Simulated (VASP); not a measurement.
Level of theory: PBE GGA with D3 dispersion (zero damping), VASP's PBE PAW potentials (set 64) (plane waves; VASP).

Input for VASP

INCAR:
```
# general
SYSTEM  = CsCl
PREC    = Accurate
ENCUT   = 520
LREAL   = .FALSE.
LASPH   = .TRUE.

# electronic loop
EDIFF   = 1E-7
NELM    = 100
ALGO    = Normal
LMAXMIX = 4

# smearing
ISMEAR  = 0
SIGMA   = 0.05

# functional
GGA     = PE
IVDW    = 11

# ions
ISIF    = 2

# output
LWAVE   = .FALSE.
LCHARG  = .FALSE.
```

POSCAR:
```
CsCl
1
    4.2869920491     0.0000000000     0.0000000000
    0.0000000000     4.2869920491     0.0000000000
    0.0000000000     0.0000000000     4.2869920491
Cs Cl
1 1
Direct
  0.0000000000   0.0000000000   0.0000000000
  0.5000000000   0.5000000000   0.5000000000
```

### KPOINTS
```
Automatic mesh
0
Gamma
6 6 6
0 0 0
```

POTCAR, in this order: Cs_sv Cl (PBE.64 set). Program: vasp_std.

The run wrote:

File OSZICAR:
```
       N       E                     dE             d eps       ncg     rms          rms(c)
DAV:   1     0.986760846357E+02    0.98676E+02   -0.66084E+03   480   0.111E+03
DAV:   2     0.158459009857E+00   -0.98518E+02   -0.92832E+02   728   0.191E+02
DAV:   3    -0.691892467989E+01   -0.70774E+01   -0.70580E+01   592   0.578E+01
DAV:   4    -0.699243925587E+01   -0.73515E-01   -0.73475E-01   576   0.735E+00
DAV:   5    -0.699356878370E+01   -0.11295E-02   -0.11294E-02   604   0.901E-01    0.233E+00
DAV:   6    -0.658346551925E+01    0.41010E+00   -0.69110E-01   556   0.449E+00    0.178E+00
DAV:   7    -0.653161941545E+01    0.51846E-01   -0.20866E-01   628   0.245E+00    0.107E+00
DAV:   8    -0.653170753465E+01   -0.88119E-04   -0.18158E-02   588   0.102E+00    0.162E-01
DAV:   9    -0.653228512709E+01   -0.57759E-03   -0.59919E-03   596   0.466E-01    0.133E-01
DAV:  10    -0.653231831290E+01   -0.33186E-04   -0.62121E-04   572   0.180E-01    0.142E-02
DAV:  11    -0.653233450649E+01   -0.16194E-04   -0.54644E-05   616   0.489E-02    0.700E-03
DAV:  12    -0.653233466820E+01   -0.16171E-06   -0.13309E-05   592   0.228E-02    0.370E-03
DAV:  13    -0.653233449423E+01    0.17398E-06   -0.38897E-07   576   0.477E-03    0.168E-03
DAV:  14    -0.653233450740E+01   -0.13179E-07   -0.24547E-07   560   0.281E-03
   1 F= -.70045387E+01 E0= -.70045387E+01  d E =-.146654E-12
```

**OUTCAR**
```
------------------------ aborting loop because EDIFF is reached ----------------------------------------
 Edisp (eV)   -0.47220
  FORCE on cell =-STRESS in cart. coord.  units (eV):
  Direction    XX          YY          ZZ          XY          YZ          ZX
  --------------------------------------------------------------------------------------
  Total      -0.41007    -0.41007    -0.41007     0.00000     0.00000     0.00000
  in kB      -8.33891    -8.33891    -8.33891     0.00000     0.00000     0.00000
  external pressure =       -8.34 kB  Pullay stress =        0.00 kB
  volume of cell :       78.79
      direct lattice vectors                 reciprocal lattice vectors
     4.286992049  0.000000000  0.000000000     0.233263787  0.000000000  0.000000000
     0.000000000  4.286992049  0.000000000     0.000000000  0.233263787  0.000000000
     0.000000000  0.000000000  4.286992049     0.000000000  0.000000000  0.233263787
 POSITION                                       TOTAL-FORCE (eV/Angst)
 -----------------------------------------------------------------------------------
      0.00000      0.00000      0.00000         0.000000      0.000000      0.000000
      2.14350      2.14350      2.14350         0.000000      0.000000      0.000000
 -----------------------------------------------------------------------------------
    total drift:                                0.000000      0.000000     -0.000000
  FREE ENERGIE OF THE ION-ELECTRON SYSTEM (eV)
  ---------------------------------------------------
  free  energy   TOTEN  =        -7.0045387349 eV

  energy  without entropy=       -7.0045387349  energy(sigma->0) =       -7.00453873
```
(Selected blocks of OUTCAR.)

**OUTCAR**
```
 val. band max:       -0.8763942559   @ k =   0.0000   0.0000   0.0000

 cond. band min:       3.8889592023   @ k =   0.0000   0.0000   0.0000


 Fermi energy:        -0.6420365538

 k-point     1 :       0.0000    0.0000    0.0000
  band No.  band energies     occupation
      1     -20.4480      2.00000
      2     -12.9120      2.00000
      3      -7.0053      2.00000
      4      -7.0053      2.00000
      5      -7.0053      2.00000
      6      -0.8764      2.00000
      7      -0.8764      2.00000
      8      -0.8764      2.00000
      9       3.8890      0.00000
     10       4.5847      0.00000
     11       4.5847      0.00000
     12       8.7125      0.00000

 k-point     2 :       0.1667    0.0000    0.0000
  band No.  band energies     occupation
      1     -20.4358      2.00000
      2     -12.9147      2.00000
      3      -7.1200      2.00000
      4      -6.9831      2.00000
      5      -6.9831      2.00000
      6      -1.1563      2.00000
      7      -0.9119      2.00000
      8      -0.9119      2.00000
      9       4.4416      0.00000
     10       4.7470      0.00000
     11       5.1227      0.00000
     12       8.5032      0.00000

 k-point     3 :       0.3333    0.0000    0.0000
  band No.  band energies     occupation
      1     -20.4110      2.00000
      2     -12.9213      2.00000
      3      -7.3316      2.00000
      4      -6.9380      2.00000
      5      -6.9380      2.00000
      6      -1.6224      2.00000
      7      -0.9855      2.00000
      8      -0.9855      2.00000
      9       5.1606      0.00000
     10       5.5486      0.00000
     11       6.4375      0.00000
     12       8.2203      0.00000

 k-point     4 :       0.5000    0.0000    0.0000
  band No.  band energies     occupation
      1     -20.3984      2.00000
      2     -12.9252      2.00000
      3      -7.4293      2.00000
      4      -6.9149      2.00000
      5      -6.9149      2.00000
      6      -1.8246      2.00000
...
```

Unless said otherwise, spin-orbit coupling is left out, though it shifts the bands of the heavy elements here.

The compound is CsCl in the CsCl type structure. This cell is one point of a volume scan, at 1.06 of the reference volume.
